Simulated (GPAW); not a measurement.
# Cr (Im-3m) in GPAW: notebook

The runs below take Cr through single point, with PBEsol, SCAN, vdW-DF2.

Everything below comes from runs of GPAW 26.7.0. Logs are shortened: lines on timing, memory, paths and dates and some standing lists are left out, and cuts for length are marked. The log counts tension as positive stress, the text compression.

### Step 1. Starting point

The structure is cubic, space group Im-3m (No. 229). Conventional cell: a = 2.969 Å, b = 2.969 Å, c = 2.969 Å, α = 90.00°, β = 90.00°, γ = 90.00°. Cr (site symmetry m-3m) is surrounded by 8 Cr at 2.57 Å.

### Step 2. Single point, PBEsol, collinear spin, ferromagnetic start

File run.py:

```python
from ase.dft.bandgap import bandgap
from ase.io import read, write
from ase.units import GPa
from gpaw import GPAW, PW, setup_paths

setup_paths.insert(0, '.')

atoms = read('Cr.xyz')
atoms.set_initial_magnetic_moments([3.0])

calc = GPAW(mode=PW(600),
            xc='PBEsol',
            kpts={'size': (12, 12, 12), 'gamma': True},
            occupations={'name': 'fermi-dirac', 'width': 0.05},
            nbands=11,
            convergence={'density': 1e-05, 'energy': 1e-05},
            maxiter=150,
            txt='gpaw.txt')
atoms.calc = calc
energy = atoms.get_potential_energy()
forces = atoms.get_forces()
stress = atoms.get_stress()
calc.write('gs.gpw')
write('result.traj', atoms)
print(f'Energy: {energy:.6f} eV')
print('Forces (eV/A):')
print(forces.round(4))
print('Stress (GPa):', (stress / GPa).round(3))
print('Moments:', calc.get_magnetic_moments().round(3))
print('Fermi level:', round(calc.get_fermi_level(), 4), 'eV')
print(f'Gap: {bandgap(calc)[0]:.4f} eV, direct: {bandgap(calc, direct=True)[0]:.4f} eV')
```

File Cr.xyz:

```xyz
1
Lattice="-1.4844496776 1.4844496776 1.4844496776 1.4844496776 -1.4844496776 1.4844496776 1.4844496776 1.4844496776 -1.4844496776" Properties=species:S:1:pos:R:3 pbc="T T T"
Cr     0.0000000000      0.0000000000      0.0000000000
```

Potentials or basis: PAW data sets generated in the run's folder for this functional, pw.

The run is started by

```
$ gpaw-setup -f PBEsol Cr
$ OMP_NUM_THREADS=1 python run.py
```

gpaw.txt:

```text
__  _  _
 | _ |_)|_||  |
 |__||  | ||/\| - 26.7.0

Input parameters:
  mode=PW(ecut=600.0),
  convergence={'density': 1e-05, 'energy': 1e-05},
  kpts=MonkhorstPack(size=(12, 12, 12), gamma=True),
  maxiter=150,
  nbands=11,
  occupations=Occupations(name='fermi-dirac', width=0.05),
  xc=XC(name='PBEsol')

Diagonalizing LCAO Hamiltonian
Converting LCAO to pw mode

       Cr

Atoms  # Å, Bohr magnetons
|   | symbol |        x |        y |        z |    initial magnetic moments |
|---|--------|----------|----------|----------|-----------------------------|
| 0 |     Cr | 0.000000 | 0.000000 | 0.000000 | ( 0.0000,  0.0000,  3.0000) |

Unit cell  # Å
| periodic |         x |         y |         z |  lengths |     angles |
|----------|-----------|-----------|-----------|----------|------------|
|      yes | -1.484450 |  1.484450 |  1.484450 | 2.571142 | 109.471221 |
|      yes |  1.484450 | -1.484450 |  1.484450 | 2.571142 | 109.471221 |
|      yes |  1.484450 |  1.484450 | -1.484450 | 2.571142 | 109.471221 |

Number of symmetries: 48
Symmetry operations  # r_c * U_cc + t_c -> r_c
|    | kind |            matrix            |
|----|------|------------------------------|
|  0 |  σ   |  1, 1, 1,  0, 0,-1,  0,-1, 0 |
|  1 |  C4  |  1, 1, 1,  0, 0,-1, -1, 0, 0 |
|  2 |  C2  |  1, 1, 1,  0,-1, 0,  0, 0,-1 |
|  3 |  S6  |  1, 1, 1,  0,-1, 0, -1, 0, 0 |
|  4 |  S6  |  1, 1, 1, -1, 0, 0,  0, 0,-1 |
|  5 |  C4  |  1, 1, 1, -1, 0, 0,  0,-1, 0 |
|  6 |  E   |  1, 0, 0,  0, 1, 0,  0, 0, 1 |
|  7 |  σ   |  1, 0, 0,  0, 1, 0, -1,-1,-1 |
|  8 |  σ   |  1, 0, 0,  0, 0, 1,  0, 1, 0 |
|  9 |  C3  |  1, 0, 0,  0, 0, 1, -1,-1,-1 |
| 10 |  C3  |  1, 0, 0, -1,-1,-1,  0, 1, 0 |
| 11 |  σ   |  1, 0, 0, -1,-1,-1,  0, 0, 1 |
| 12 |  σ   |  0, 1, 0,  1, 0, 0,  0, 0, 1 |
| 13 |  C2  |  0, 1, 0,  1, 0, 0, -1,-1,-1 |
| 14 |  C3  |  0, 1, 0,  0, 0, 1,  1, 0, 0 |
| 15 |  S4  |  0, 1, 0,  0, 0, 1, -1,-1,-1 |
| 16 |  S4  |  0, 1, 0, -1,-1,-1,  1, 0, 0 |
| 17 |  C3  |  0, 1, 0, -1,-1,-1,  0, 0, 1 |
| 18 |  C3  |  0, 0, 1,  1, 0, 0,  0, 1, 0 |
| 19 |  S4  |  0, 0, 1,  1, 0, 0, -1,-1,-1 |
| 20 |  σ   |  0, 0, 1,  0, 1, 0,  1, 0, 0 |
| 21 |  C3  |  0, 0, 1,  0, 1, 0, -1,-1,-1 |
| 22 |  C2  |  0, 0, 1, -1,-1,-1,  1, 0, 0 |
| 23 |  S4  |  0, 0, 1, -1,-1,-1,  0, 1, 0 |
| 24 |  C4  |  0, 0,-1,  1, 1, 1,  0,-1, 0 |
| 25 |  σ   |  0, 0,-1,  1, 1, 1, -1, 0, 0 |
| 26 |  S6  |  0, 0,-1,  0,-1, 0,  1, 1, 1 |
| 27 |  C2  |  0, 0,-1,  0,-1, 0, -1, 0, 0 |
| 28 |  C4  |  0, 0,-1, -1, 0, 0,  1, 1, 1 |
| 29 |  S6  |  0, 0,-1, -1, 0, 0,  0,-1, 0 |
| 30 |  S6  |  0,-1, 0,  1, 1, 1,  0, 0,-1 |
| 31 |  C4  |  0,-1, 0,  1, 1, 1, -1, 0, 0 |
| 32 |  C4  |  0,-1, 0,  0, 0,-1,  1, 1, 1 |
| 33 |  S6  |  0,-1, 0,  0, 0,-1, -1, 0, 0 |
| 34 |  σ   |  0,-1, 0, -1, 0, 0,  1, 1, 1 |
| 35 |  C2  |  0,-1, 0, -1, 0, 0,  0, 0,-1 |
| 36 |  C2  | -1, 0, 0,  1, 1, 1,  0, 0,-1 |
| 37 |  S6  | -1, 0, 0,  1, 1, 1,  0,-1, 0 |
| 38 |  S6  | -1, 0, 0,  0, 0,-1,  1, 1, 1 |
| 39 |  C2  | -1, 0, 0,  0, 0,-1,  0,-1, 0 |
| 40 |  C2  | -1, 0, 0,  0,-1, 0,  1, 1, 1 |
| 41 |  i   | -1, 0, 0,  0,-1, 0,  0, 0,-1 |
| 42 |  S4  | -1,-1,-1,  1, 0, 0,  0, 1, 0 |
| 43 |  C3  | -1,-1,-1,  1, 0, 0,  0, 0, 1 |
| 44 |  C3  | -1,-1,-1,  0, 1, 0,  1, 0, 0 |
| 45 |  σ   | -1,-1,-1,  0, 1, 0,  0, 0, 1 |
| 46 |  S4  | -1,-1,-1,  0, 0, 1,  1, 0, 0 |
| 47 |  C2  | -1,-1,-1,  0, 0, 1,  0, 1, 0 |

BZ-sampling:
  Number of BZ points: 1728
  Number of IBZ points: 72

  Monkhorst-Pack size: [12, 12, 12]
  Monkhorst-Pack shift: [0.041666666666666664, 0.041666666666666664, 0.041666666666666664]

K-points  # in reciprocal-cell coordinates
|     |                                coordinates |     weight |
|-----|--------------------------------------------|------------|
|   0 | ( -0.00000000,  -0.00000000,  -0.00000000) | 0.00057870 |
|   1 | (  0.08333333,  -0.00000000,  -0.00000000) | 0.00694444 |
|   2 | (  0.08333333,   0.08333333,  -0.08333333) | 0.00347222 |
|   3 | (  0.16666667,  -0.00000000,  -0.08333333) | 0.01388889 |
|   4 | (  0.16666667,  -0.00000000,  -0.00000000) | 0.00694444 |
|   5 | (  0.16666667,   0.08333333,  -0.08333333) | 0.01388889 |
|   6 | (  0.16666667,   0.16666667,  -0.16666667) | 0.00347222 |
|   7 | (  0.25000000,  -0.08333333,  -0.08333333) | 0.00462963 |
|   8 | (  0.25000000,  -0.00000000,  -0.08333333) | 0.02777778 |
|   9 | (  0.25000000,  -0.00000000,  -0.00000000) | 0.00694444 |
| ... |                                            |            |
|  71 | (  0.50000000,   0.50000000,   0.50000000) | 0.00057870 |

Plane wave coefficients: 466
Cutoff: 600.0 eV

Spin-components: 2 (collinear spins)
Bands:           11
Projectors:      6
Spin-degeneracy: 1
Datatype:        complex128

Parallelization:
  kpt:    1
  domain: 1
  band:   1

Density:
  Valence electrons: 6.0
  Components: 2
  Grid points: [15 15 15]
  Charge: 0.0  # |e|

Potential:
  Grid points: [15 15 15]

species:
  Cr:
    name:    Chromium
    Z:       24.0
    valence: 6
    core:    18
    charge:  0.0  # [|e|]
    compensation charges:
      type: gauss
      rc: 0.35  # [Å]
      lmax: 2
    cutoffs:
      filter: 2.14  # [Å]
      core: 3.04  # [Å]
    projectors
    | kind |    occ | energy [eV] | rcut [Å] |
    |------|--------|-------------|----------|
    |   4s |  1.000 |      -4.015 |    1.164 |
    |   4p |  0.000 |      -0.955 |    1.217 |
    |   3d |  5.000 |      -2.928 |    1.111 |
    |    s |        |      23.196 |    1.164 |
    |    p |        |      26.257 |    1.217 |
    |    d |        |      24.283 |    1.111 |

    Using partial waves for Cr as LCAO basis

Reference energy: -28553.124111  # eV

eigensolver:
  PPCG
  Converge bands: occupied
  niter=2

density mixing:
  MSR1-Mixer
  Pratt-step length: 0.05
  Maximum mixing coefficient: 0.75
  Old densities: 10
  SVD Regularization: 0.005
  Good broyden scale: 1.0
  Trust region scale: 1.0
  Backstep threshold: 4.0
  History deletion threshold: 6.0
  Fourier metric: weight=20.0, sigma=0.015

occupation numbers:
  Fermi-Dirac:
    width: 0.0500  # eV

poisson solver:
  ecut: 4800.0  # eV

xc functional:
  name: PBEsol with 2 nearest neighbor stencil

convergence criteria:
- Maximum integral of absolute [dens]ity change: 1e-05 electrons / valence electron
- Maximum [total energy] change in last 3 cyles: 1e-05 eV / valence electron
- Maximum integral of absolute [eigenst]ate change: 4e-08 eV^2 / valence electron
maximum number of iterations: 150

SCF iterations
|iter     | |      energy | eigst |  dens |  magmom |
|---------|-|-------------|-------|-------|---------|
|iter:   1| |   -8.946049 | -0.24 |       |  +2.9979|
|iter:   2| |   -8.981385 | -1.88 | -0.46 |  +2.9170|
|iter:   3| |   -9.679473 | -1.72 | -0.48 |  +1.3118|
|iter:   4| |   -9.834650 | -1.68 | -0.71 |  -0.1844|
|iter:   5| |   -9.850922 | -2.32 | -1.12 |  -0.1384|
|iter:   6| |   -9.850905 | -2.82 | -1.48 |  +0.3227|
|iter:   7| |   -9.862318 | -2.68 | -1.27 |  -0.0779|
|iter:   8| |   -9.862474 | -3.45 | -1.69 |  -0.0040|
|iter:   9| |   -9.862553 | -5.06 | -2.55 |  -0.0057|
|iter:  10| |   -9.862576 | -5.44 | -2.91 |  +0.0023|
|iter:  11| |   -9.862579c| -6.77 | -3.40 |  -0.0006|
|iter:  12| |   -9.862578c| -8.12c| -3.96 |  +0.0001|
|iter:  13| |   -9.862579c| -8.42c| -4.83 |  -0.0000|
|iter:  14| |   -9.862579c| -9.04c| -5.55c|  -0.0000|

Converged in 14 steps
Energy contributions relative to reference atoms: (reference = -28553.124111)

Energy contributions:
  Kinetic:         -26.172090
  Coulomb:          18.404734
  Zero:              0.196288
  External:          0.000000
  Xc:               -2.288550
  Entropy:          -0.005923
  Spinorbit:         0.000000
  ----------------------------
  Free energy:      -9.865540
  Extrapolated:     -9.862579

dipole moment: (-3.682222, -3.682222, -3.682222)  # |e|*Ang

Total magnetic moment: (0.000000, 0.000000, -0.000001)

Local magnetic moments
|        x |        y |        z |
|----------|----------|----------|
| 0.000000 | 0.000000 | 0.000000 |  # Cr   0

Fermi level: 9.366
Eigenvalues  # (at kpt = [-0.000, -0.000, -0.000])
| band index |      eig [eV] | occ [0-1] |      eig [eV] | occ [0-1] |
|------------|---------------|-----------|---------------|-----------|
|          0 |         2.063 |     1.000 |         2.063 |     1.000 |
|          1 |         8.646 |     1.000 |         8.646 |     1.000 |
|          2 |         8.646 |     1.000 |         8.646 |     1.000 |
|          3 |         8.646 |     1.000 |         8.646 |     1.000 |
|          4 |        10.318 |     0.000 |        10.318 |     0.000 |
|          5 |        10.318 |     0.000 |        10.318 |     0.000 |
|          6 |        21.042 |     0.000 |        21.042 |     0.000 |
|          7 |        21.042 |     0.000 |        21.042 |     0.000 |
|          8 |        21.042 |     0.000 |        21.042 |     0.000 |
|          9 |        31.205 |     0.000 |        31.205 |     0.000 |
|         10 |        31.443 |     0.000 |        31.443 |     0.000 |

No gap
No difference between direct/indirect transitions

Forces  # eV/Ang
|       x |        y |        z |
|---------|----------|----------|
| 0.00000 | -0.00000 | -0.00000 |  # Cr   0

Stress tensor  # eV/Ang^3
|         x |         y |         z |
|-----------|-----------|-----------|
|  0.202989 | -0.000000 | -0.000000 |
| -0.000000 |  0.202989 |  0.000000 |
| -0.000000 |  0.000000 |  0.202989 |

# Writing to gs.gpw (mode='')
```

Run time: 33 s. Hardware: 1 thread of Intel Xeon Platinum 8375C at 2.90GHz (Ice Lake), shared host; peak memory 0.14 GiB.

What came out:

```
Free energy            : -9.8655 eV
Pressure               : -32.5 GPa
Band gap on the k mesh : none (metal or under the smearing width)
Net moment             : 0.00 μB per cell
```

Caveat: the starting moments collapsed, and a magnetic state may lie lower; a pressure of tens of GPa on the cell as given is suspect, and the run, the potentials or the cell itself is likely at fault.

### Step 3. Single point, SCAN, collinear spin, ferromagnetic start

Edit run.py of step 2 so:

```diff
@@ -3,5 +3,3 @@
 from ase.units import GPa
-from gpaw import GPAW, PW, setup_paths
-
-setup_paths.insert(0, '.')
+from gpaw import GPAW, PW
 
@@ -11,3 +9,3 @@
 calc = GPAW(mode=PW(600),
-            xc='PBEsol',
+            xc='MGGA_X_SCAN+MGGA_C_SCAN',
             kpts={'size': (12, 12, 12), 'gamma': True},
```

Cr.xyz is that of step 2.

Potentials or basis: GPAW PAW data sets (gpaw-data 1.2.1), pw.

The run is started by

```
$ OMP_NUM_THREADS=1 python run.py
```

It took 79 s on 1 thread of Intel Xeon Platinum 8375C at 2.90GHz (Ice Lake), shared host; peak memory 0.21 GiB.

Results (log left out):

```yaml
Free_energy: -17.4895 eV
Pressure: -32.8 GPa
Band_gap_on_the_k_mesh: none (metal or under the smearing width)
Net_moment: 0.00 μB per cell
```

Levels at points of the mesh, in eV from the Fermi level:
Spin up:
| k point | band 1 | band 2 | band 3 | band 4 | band 5 | band 6 |
| --- | --- | --- | --- | --- | --- | --- |
| (0.00, 0.00, 0.00) | -7.75 | -0.82 | -0.82 | -0.82 | 1.35 | 1.35 |
| (0.50, 0.50, 0.00) | -3.91 | -2.15 | 0.85 | 1.20 | 1.61 | 2.44 |
| (0.50, 0.50, 0.50) | -3.42 | -3.42 | 2.11 | 2.11 | 2.11 | 8.90 |
Spin down:
| k point | band 1 | band 2 | band 3 | band 4 | band 5 | band 6 | band 7 |
| --- | --- | --- | --- | --- | --- | --- | --- |
| (0.00, 0.00, 0.00) | -7.75 | -0.82 | -0.82 | -0.82 | 1.35 | 1.35 | 10.07 |
| (0.50, 0.50, 0.00) | -3.91 | -2.15 | 0.85 | 1.20 | 1.61 | 2.44 | 8.88 |
| (0.50, 0.50, 0.50) | -3.42 | -3.42 | 2.11 | 2.11 | 2.11 | 8.90 | 8.90 |

Caveat: the starting moments collapsed, and a magnetic state may lie lower; a pressure of tens of GPa on the cell as given is suspect, and the run, the potentials or the cell itself is likely at fault; the PAW data sets were made with another functional, which shifts forces and pressure a little.

### Step 4. Single point, vdW-DF2, collinear spin, ferromagnetic start

Edit run.py of step 3 so:

```diff
@@ -2,3 +2,2 @@
 from ase.io import read, write
-from ase.units import GPa
 from gpaw import GPAW, PW
@@ -9,3 +8,3 @@
 calc = GPAW(mode=PW(600),
-            xc='MGGA_X_SCAN+MGGA_C_SCAN',
+            xc={'name': 'vdW-DF2', 'backend': 'libvdwxc'},
             kpts={'size': (12, 12, 12), 'gamma': True},
@@ -19,3 +18,2 @@
 forces = atoms.get_forces()
-stress = atoms.get_stress()
 calc.write('gs.gpw')
@@ -25,3 +23,2 @@
 print(forces.round(4))
-print('Stress (GPa):', (stress / GPa).round(3))
 print('Moments:', calc.get_magnetic_moments().round(3))
```

Cr.xyz is that of step 3.

Potentials or basis: GPAW PAW data sets (gpaw-data 1.2.1), pw.

The run is started by

```
$ OMP_NUM_THREADS=1 python run.py
```

gpaw.txt:

```text
__  _  _
 | _ |_)|_||  |
 |__||  | ||/\| - 26.7.0

Input parameters:
  mode=PW(ecut=600.0),
  convergence={'density': 1e-05, 'energy': 1e-05},
  kpts=MonkhorstPack(size=(12, 12, 12), gamma=True),
  maxiter=150,
  nbands=11,
  occupations=Occupations(name='fermi-dirac', width=0.05),
  xc=XC(name='vdW-DF2', backend='libvdwxc')

Diagonalizing LCAO Hamiltonian
Converting LCAO to pw mode

       Cr

Atoms  # Å, Bohr magnetons
|   | symbol |        x |        y |        z |    initial magnetic moments |
|---|--------|----------|----------|----------|-----------------------------|
| 0 |     Cr | 0.000000 | 0.000000 | 0.000000 | ( 0.0000,  0.0000,  3.0000) |

Unit cell  # Å
| periodic |         x |         y |         z |  lengths |     angles |
|----------|-----------|-----------|-----------|----------|------------|
|      yes | -1.484450 |  1.484450 |  1.484450 | 2.571142 | 109.471221 |
[... 189 lines left out ...]
  Coulomb:           9.252477
  Zero:              0.141900
  External:          0.000000
  Xc:              -51.229082
  Entropy:          -0.003864
  Spinorbit:         0.000000
  ----------------------------
  Free energy:     -57.500587
  Extrapolated:    -57.498656

dipole moment: (-3.632701, -3.632701, -3.632701)  # |e|*Ang

Total magnetic moment: (0.000000, 0.000000, -0.000005)

Local magnetic moments
|        x |        y |        z |
|----------|----------|----------|
| 0.000000 | 0.000000 | 0.000001 |  # Cr   0

Fermi level: 9.608
Eigenvalues  # (at kpt = [-0.000, -0.000, -0.000])
| band index |      eig [eV] | occ [0-1] |      eig [eV] | occ [0-1] |
|------------|---------------|-----------|---------------|-----------|
|          0 |         2.532 |     1.000 |         2.532 |     1.000 |
|          1 |         8.811 |     1.000 |         8.811 |     1.000 |
|          2 |         8.811 |     1.000 |         8.811 |     1.000 |
|          3 |         8.811 |     1.000 |         8.811 |     1.000 |
|          4 |        10.604 |     0.000 |        10.604 |     0.000 |
|          5 |        10.604 |     0.000 |        10.604 |     0.000 |
|          6 |        20.533 |     0.000 |        20.533 |     0.000 |
|          7 |        20.533 |     0.000 |        20.533 |     0.000 |
|          8 |        20.534 |     0.000 |        20.534 |     0.000 |
|          9 |        30.011 |     0.000 |        30.011 |     0.000 |
|         10 |        31.900 |     0.000 |        31.900 |     0.000 |

No gap
No difference between direct/indirect transitions

Forces  # eV/Ang
|       x |       y |       z |
|---------|---------|---------|
| 0.00000 | 0.00000 | 0.00000 |  # Cr   0

# Writing to gs.gpw (mode='')
```

stdout:

```text
Energy: -57.498656 eV
Forces (eV/A):
[[0. 0. 0.]]
Moments: [0.]
Fermi level: 9.6082 eV
Gap: 0.0000 eV, direct: 0.0000 eV
```

Run time: 30 s. Hardware: 1 thread of Intel Xeon Platinum 8375C at 2.90GHz (Ice Lake), shared host; peak memory 0.15 GiB.

Results:

```yaml
Free_energy: -57.5006 eV
Band_gap_on_the_k_mesh: none (metal or under the smearing width)
Net_moment: 0.00 μB per cell
```

Levels at points of the mesh, in eV from the Fermi level:
Spin up:
```tsv
k point	band 1	band 2	band 3	band 4	band 5	band 6
(0.00, 0.00, 0.00)	-7.08	-0.80	-0.80	-0.80	1.00	1.00
(0.50, 0.50, 0.00)	-3.68	-2.03	0.94	1.19	1.24	2.25
(0.50, 0.50, 0.50)	-3.43	-3.43	1.94	1.94	1.94	9.26
```
Spin down:
```
           k point  band 1  band 2  band 3  band 4  band 5  band 6  band 7
(0.00, 0.00, 0.00)   -7.08   -0.80   -0.80   -0.80    1.00    1.00   10.93
(0.50, 0.50, 0.00)   -3.68   -2.03    0.94    1.19    1.24    2.25    8.56
(0.50, 0.50, 0.50)   -3.43   -3.43    1.94    1.94    1.94    9.26    9.26
```

Caveat: the starting moments collapsed, and a magnetic state may lie lower; the PAW data sets were made with another functional, which shifts forces and pressure a little.
